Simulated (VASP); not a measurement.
# TiAl (Pm-3m) in VASP: further runs, part 2 of 2

VASP 6.6.1. Earlier steps stand in the parts before.

### 4 Single point, PBEsol

The input, INCAR:

```
SYSTEM = TiAl
PREC = Accurate ; ENCUT = 520
EDIFF = 1E-6 ; ISMEAR = 0
SIGMA = 0.5 ; LREAL = .False.
LASPH = .True. ; NELM = 80
ALGO = Normal ; ISIF = 2
LWAVE = .False. ; LCHARG = .False.
GGA = PS ; NBANDS = 14
```

The input, KPOINTS:

```
Automatic mesh
0
Gamma
  14 14 14
  0 0 0
```

The input, POSCAR:

```
TiAl
1.0
    3.1564500000      0.0000000000      0.0000000000
    0.0000000000      3.1564500000      0.0000000000
    0.0000000000      0.0000000000      3.1564500000
Ti Al
1 1
Direct
    0.0000000000      0.0000000000      0.0000000000
    0.5000000000      0.5000000000      0.5000000000
```

Potentials or basis: VASP PAW PBE potentials, release 64 (Ti_sv, Al).

Launch:

```console
$ cat potpaw_PBE.64/Ti_sv/POTCAR potpaw_PBE.64/Al/POTCAR > POTCAR
$ mpirun -np 1 vasp_std > vasp.out
```

OUTCAR:

```text
SYSTEM = TiAl
   PREC = Accurate
   ENCUT = 520
   EDIFF = 1E-6
   ISMEAR = 0
   LREAL = .False.
   LASPH = .True.
   NELM = 80
   ISIF = 2
   GGA = PS

 ion  position               nearest neighbor table
   1  0.000  0.000  0.000-   2 2.73   2 2.73   2 2.73   2 2.73   2 2.73   2 2.73   2 2.73   2 2.73

   2  0.500  0.500  0.500-   1 2.73   1 2.73   1 2.73   1 2.73   1 2.73   1 2.73   1 2.73   1 2.73

  LATTYP: Found a simple cubic cell.
 ALAT       =     3.1564500000

  Lattice vectors:

 A1 = (   3.1564500000,   0.0000000000,   0.0000000000)
 A2 = (   0.0000000000,   3.1564500000,   0.0000000000)
 A3 = (   0.0000000000,   0.0000000000,   3.1564500000)

Analysis of symmetry for initial positions (statically):
=====================================================================
 Subroutine PRICEL returns:
 Original cell was already a primitive cell.

 Routine SETGRP: Setting up the symmetry group for a
 simple cubic supercell.

 Subroutine GETGRP returns: Found 48 space group operations
 (whereof 48 operations were pure point group operations)
 out of a pool of 48 trial point group operations.

The static configuration has the point symmetry O_h .

Analysis of symmetry for dynamics (positions and initial velocities):
=====================================================================
 Subroutine PRICEL returns:
 Original cell was already a primitive cell.

 Routine SETGRP: Setting up the symmetry group for a
 simple cubic supercell.

 Subroutine GETGRP returns: Found 48 space group operations
 (whereof 48 operations were pure point group operations)
 out of a pool of 48 trial point group operations.

The dynamic configuration has the point symmetry O_h .

 Subroutine INISYM returns: Found 48 space group operations
 (whereof 48 operations are pure point group operations),
 and found     1 'primitive' translations

[... 124 lines left out ...]
   LRPA    =     F    only Hartree local field effects (RPA)
 non-spin polarized calculation
 Gauss-broadening in eV      SIGMA  =   0.50
  energy-cutoff  :      520.00
  volume of cell :       31.45
 maximum number of plane-waves:       876
 NGX is ok and might be reduce to    24
   NGX = 11   NGY = 11   NGZ = 11

 number of electron      14.9999994 magnetization

 Free energy of the ion-electron system (eV)
  ---------------------------------------------------
  ext. energy  EPLUGINS =         0.00000000
  ---------------------------------------------------
  free energy    TOTEN  =       -13.10729131 eV

  energy without entropy =      -12.84088378  energy(sigma->0) =      -12.97408754

 E-fermi :   8.8667     XC(G=0): -11.2813

 val. band max:        8.8558006318   @ k =   0.3571   0.2143   0.0000
 cond. band min:       8.8724580511   @ k =   0.3571   0.2143   0.0714
 fundamental gap:      0.0166574193
 Fermi energy:         8.8666698922

 k-point     1 :       0.0000    0.0000    0.0000
  band No.  band energies     occupation
      1     -47.6929      2.00000
      2     -23.9952      2.00000
      3     -23.9952      2.00000
      4     -23.9952      2.00000
      5      -0.4463      2.00000
      6       7.4225      1.99996
      7       7.4225      1.99996
      8      10.7564      0.00000
      9      10.7564      0.00000
     10      10.7564      0.00000
     11      13.4305      0.00000
     12      13.4305      0.00000
     13      13.4305      0.00000
     14      17.8814      0.00000
[... 377 lines left out ...]
      1     -47.6730      2.00000
      2     -24.1390      2.00000
      3     -24.0521      2.00000
      4     -23.9752      2.00000
      5       2.0930      2.00000
      6       5.7074      2.00000
      7       7.7187      1.99883
      8       8.8558      1.02453
      9       9.4569      0.09505
     10      10.3002      0.00005
     11      11.9340      0.00000
     12      14.0955      0.00000
     13      16.5360      0.00000
     14      17.2873      0.00000

 [... further k-points ...]

------------------------ aborting loop because EDIFF is reached ----------------------------------------

  FORCE on cell =-STRESS in cart. coord.  units (eV):
  Direction    XX          YY          ZZ          XY          YZ          ZX
  --------------------------------------------------------------------------------------
  -------------------------------------------------------------------------------------
  Total        0.1682552      0.1682552      0.1682552      0.0000000     -0.0000000      0.0000000
  in kB        8.5720042      8.5720042      8.5720042      0.0000000     -0.0000000      0.0000000
  external PRESSURE =       8.5720042 kB  Pullay stress =       0.0000000 kB

 VOLUME and BASIS-vectors are now :
 -----------------------------------------------------------------------------
  energy-cutoff  :      520.00
  volume of cell :       31.45
      direct lattice vectors                 reciprocal lattice vectors
     3.156450000  0.000000000  0.000000000     0.316811608  0.000000000  0.000000000
     0.000000000  3.156450000  0.000000000     0.000000000  0.316811608  0.000000000
     0.000000000  0.000000000  3.156450000     0.000000000  0.000000000  0.316811608

 POSITION                                       TOTAL-FORCE (eV/Angst)
 -----------------------------------------------------------------------------------
      0.00000      0.00000      0.00000         0.000000      0.000000      0.000000
      1.57822      1.57822      1.57822         0.000000      0.000000      0.000000
 -----------------------------------------------------------------------------------
    total drift:                                0.000000      0.000000      0.000000

  FREE ENERGIE OF THE ION-ELECTRON SYSTEM (eV)
  ---------------------------------------------------
  free  energy   TOTEN  =       -13.1072913107 eV

  energy  without entropy=      -12.8408837750  energy(sigma->0) =      -12.97408754
```

It took 11 s on 1 thread of Intel Xeon 6975P-C (Granite Rapids), shared host; peak memory 0.17 GiB.

What came out:

| Item | Value |
| --- | --- |
| Free energy | -13.1073 eV |
| Pressure | 0.9 GPa |
| Band gap on the k mesh | none (metal or under the smearing width) |

Caveat: the PAW data sets were made with another functional, which shifts forces and pressure a little.

### 5 Single point, PBEsol

The input, INCAR:

```
SYSTEM = TiAl
PREC = Accurate ; ENCUT = 900
EDIFF = 1E-6 ; ISMEAR = 0
SIGMA = 0.1 ; LREAL = .False.
LASPH = .True. ; NELM = 80
ALGO = Normal ; ISIF = 2
LWAVE = .False. ; LCHARG = .False.
GGA = PS ; NBANDS = 14
```

KPOINTS is that of step 4.

POSCAR is that of step 4.

Launch:

```console
$ cat potpaw_PBE.64/Ti_sv/POTCAR potpaw_PBE.64/Al/POTCAR > POTCAR
$ mpirun -np 1 vasp_std > vasp.out
```

It took 23 s on 1 thread of Intel Xeon 6975P-C (Granite Rapids), shared host; peak memory 0.26 GiB.

The run converged. Its results:

```yaml
Free_energy: -12.9757 eV
Pressure: 0.0 GPa
Band_gap_on_the_k_mesh: none (metal or under the smearing width)
```

Levels at points of the mesh, in eV from the Fermi level:
```tsv
k point	band 3	band 4	band 5	band 6	band 7	band 8	band 9	band 10	band 11	band 12
(0.00, 0.00, 0.00)	-32.92	-32.92	-9.36	-1.49	-1.49	1.83	1.83	1.83	4.52	4.52
(0.50, 0.00, 0.00)	-32.91	-32.91	-6.04	-5.26	-0.57	0.14	0.14	2.05	3.09	6.55
(0.50, 0.50, 0.00)	-33.09	-32.89	-5.07	-2.10	-2.10	-1.51	0.70	0.70	2.83	4.83
(0.50, 0.50, 0.50)	-33.06	-33.06	-3.16	-3.16	-3.16	0.78	2.90	2.90	2.97	2.97
```

Caveat: the PAW data sets were made with another functional, which shifts forces and pressure a little.

### 6 Single point, r2SCAN

The input, INCAR:

```
SYSTEM = TiAl
PREC = Accurate ; ENCUT = 520
EDIFF = 1E-6 ; ISMEAR = 0
SIGMA = 0.1 ; LREAL = .False.
LASPH = .True. ; NELM = 80
ALGO = Normal ; ISIF = 2
LWAVE = .False. ; LCHARG = .False.
METAGGA = R2SCAN ; LMIXTAU = .True.
NBANDS = 14
```

KPOINTS is that of step 5.

POSCAR is that of step 5.

Potentials or basis: VASP PAW PBE potentials, release 64 (Ti_sv, Al).

Launch:

```console
$ cat potpaw_PBE.64/Ti_sv/POTCAR potpaw_PBE.64/Al/POTCAR > POTCAR
$ mpirun -np 1 vasp_std > vasp.out
```

OUTCAR:

```text
SYSTEM = TiAl
   PREC = Accurate
   ENCUT = 520
   EDIFF = 1E-6
   ISMEAR = 0
   LREAL = .False.
   LASPH = .True.
   NELM = 80
   ISIF = 2
   METAGGA = R2SCAN

 ion  position               nearest neighbor table
   1  0.000  0.000  0.000-   2 2.73   2 2.73   2 2.73   2 2.73   2 2.73   2 2.73   2 2.73   2 2.73

   2  0.500  0.500  0.500-   1 2.73   1 2.73   1 2.73   1 2.73   1 2.73   1 2.73   1 2.73   1 2.73

  LATTYP: Found a simple cubic cell.
 ALAT       =     3.1564500000

  Lattice vectors:

 A1 = (   3.1564500000,   0.0000000000,   0.0000000000)
 A2 = (   0.0000000000,   3.1564500000,   0.0000000000)
 A3 = (   0.0000000000,   0.0000000000,   3.1564500000)

Analysis of symmetry for initial positions (statically):
=====================================================================
 Subroutine PRICEL returns:
 Original cell was already a primitive cell.

 Routine SETGRP: Setting up the symmetry group for a
 simple cubic supercell.

 Subroutine GETGRP returns: Found 48 space group operations
 (whereof 48 operations were pure point group operations)
 out of a pool of 48 trial point group operations.

The static configuration has the point symmetry O_h .

Analysis of symmetry for dynamics (positions and initial velocities):
=====================================================================
 Subroutine PRICEL returns:
 Original cell was already a primitive cell.

 Routine SETGRP: Setting up the symmetry group for a
 simple cubic supercell.

 Subroutine GETGRP returns: Found 48 space group operations
 (whereof 48 operations were pure point group operations)
 out of a pool of 48 trial point group operations.

The dynamic configuration has the point symmetry O_h .

 Subroutine INISYM returns: Found 48 space group operations
 (whereof 48 operations are pure point group operations),
 and found     1 'primitive' translations

----------------------------------------------------------------------------------------

                                     Primitive cell

  volume of cell :      31.4483
[... 121 lines left out ...]
 Gauss-broadening in eV      SIGMA  =   0.10
  energy-cutoff  :      520.00
  volume of cell :       31.45
 maximum number of plane-waves:       876
 NGX is ok and might be reduce to    24
   NGX = 11   NGY = 11   NGZ = 11

 number of electron      14.9999993 magnetization

 Free energy of the ion-electron system (eV)
  ---------------------------------------------------
  ext. energy  EPLUGINS =         0.00000000
  ---------------------------------------------------
  free energy    TOTEN  =       -20.31302528 eV

  energy without entropy =      -20.30310372  energy(sigma->0) =      -20.30806450

 E-fermi :   9.0821     XC(G=0): -11.9995

 val. band max:        9.0733179534   @ k =   0.3571   0.2143   0.1429
 cond. band min:       9.0913701025   @ k =   0.2857   0.2857   0.2143
 fundamental gap:      0.0180521492
 Fermi energy:         9.0821143858

 k-point     1 :       0.0000    0.0000    0.0000
  band No.  band energies     occupation
      1     -50.1630      2.00000
      2     -25.3164      2.00000
      3     -25.3164      2.00000
      4     -25.3164      2.00000
      5      -0.8990      2.00000
      6       7.3888      2.00000
      7       7.3888      2.00000
      8      11.1674      0.00000
      9      11.1674      0.00000
     10      11.1674      0.00000
     11      13.7916      0.00000
     12      13.7916      0.00000
     13      13.7916      0.00000
     14      18.2552      0.00000
[... 377 lines left out ...]
      1     -50.1419      2.00000
      2     -25.4682      2.00000
      3     -25.3766      2.00000
      4     -25.2956      2.00000
      5       1.7769      2.00000
      6       5.5810      2.00000
      7       7.7354      2.00000
      8       9.0004      1.75245
      9       9.7806      0.00000
     10      10.6785      0.00000
     11      12.1762      0.00000
     12      14.5429      0.00000
     13      16.9810      0.00000
     14      17.8734      0.00000

 [... further k-points ...]

------------------------ aborting loop because EDIFF is reached ----------------------------------------

  FORCE on cell =-STRESS in cart. coord.  units (eV):
  Direction    XX          YY          ZZ          XY          YZ          ZX
  --------------------------------------------------------------------------------------
  -------------------------------------------------------------------------------------
  Total        0.3707979      0.3707979      0.3707979     -0.0000000     -0.0000000     -0.0000000
  in kB       18.8908323     18.8908323     18.8908323     -0.0000000     -0.0000000     -0.0000000
  external PRESSURE =      18.8908323 kB  Pullay stress =       0.0000000 kB

 VOLUME and BASIS-vectors are now :
 -----------------------------------------------------------------------------
  energy-cutoff  :      520.00
  volume of cell :       31.45
      direct lattice vectors                 reciprocal lattice vectors
     3.156450000  0.000000000  0.000000000     0.316811608  0.000000000  0.000000000
     0.000000000  3.156450000  0.000000000     0.000000000  0.316811608  0.000000000
     0.000000000  0.000000000  3.156450000     0.000000000  0.000000000  0.316811608

 POSITION                                       TOTAL-FORCE (eV/Angst)
 -----------------------------------------------------------------------------------
      0.00000      0.00000      0.00000         0.000000      0.000000      0.000000
      1.57822      1.57822      1.57822         0.000000      0.000000      0.000000
 -----------------------------------------------------------------------------------
    total drift:                                0.000000      0.000000      0.000000

  FREE ENERGIE OF THE ION-ELECTRON SYSTEM (eV)
  ---------------------------------------------------
  free  energy   TOTEN  =       -20.3130252766 eV

  energy  without entropy=      -20.3031037243  energy(sigma->0) =      -20.30806450
```

stdout:

```text
POSCAR found type information on POSCAR TiAl
 POSCAR found :  2 types and       2 ions
 scaLAPACK will be used
 -----------------------------------------------------------------------------
|                                                                             |
|                                                                             |
|     You enforced a specific xc type in the INCAR file but a different       |
|     I HOPE YOU KNOW WHAT YOU ARE DOING!                                     |
|                                                                             |
 -----------------------------------------------------------------------------

 LDA part: xc-table for (None), standard interpolation
 POSCAR, INCAR and KPOINTS ok, starting setup
 FFT: planning ... GRIDC
 FFT: planning ... GRID_SOFT
 FFT: planning ... GRID
 WAVECAR not read
 entering main loop
```

It took 44 s on 1 thread of Intel Xeon 6975P-C (Granite Rapids), shared host; peak memory 0.18 GiB.

What came out:

| Item | Value |
| --- | --- |
| Free energy | -20.3130 eV |
| Pressure | 1.9 GPa |
| Band gap on the k mesh | none (metal or under the smearing width) |

Caveat: the PAW data sets were made with another functional, which shifts forces and pressure a little.

### 7 Summary

| level | k mesh | cutoff (eV) | smearing | gap on the mesh (eV) | pressure (GPa) |
| --- | --- | --- | --- | --- | --- |
| PBEsol | 14 × 14 × 14 | 700 | gaussian 0.1 eV | none | 0.0 |
| PBEsol | 20 × 20 × 20 | 520 | gaussian 0.1 eV | none | 0.0 |
| PBEsol | 14 × 14 × 14 | 520 | gaussian 0.5 eV | none | 0.9 |
| PBEsol | 14 × 14 × 14 | 900 | gaussian 0.1 eV | none | 0.0 |
| r2SCAN | 14 × 14 × 14 | 520 | gaussian 0.1 eV | none | 1.9 |

Alike in all rows: task single point; potentials or basis VASP PAW PBE potentials, release 64 (Ti_sv, Al); no spin polarisation; cell as given.

Every run on the cell as given and a fine mesh finds a metal. The pressure there spans 0.0 GPa (PBEsol) to 1.9 GPa (r2SCAN); a positive pressure means that this level wants a larger cell, a negative one a smaller.

Caveats: the PAW data sets were made with another functional, which shifts forces and pressure a little.

Total energies depend on the potentials used, so only differences within one code and one set of settings carry meaning.
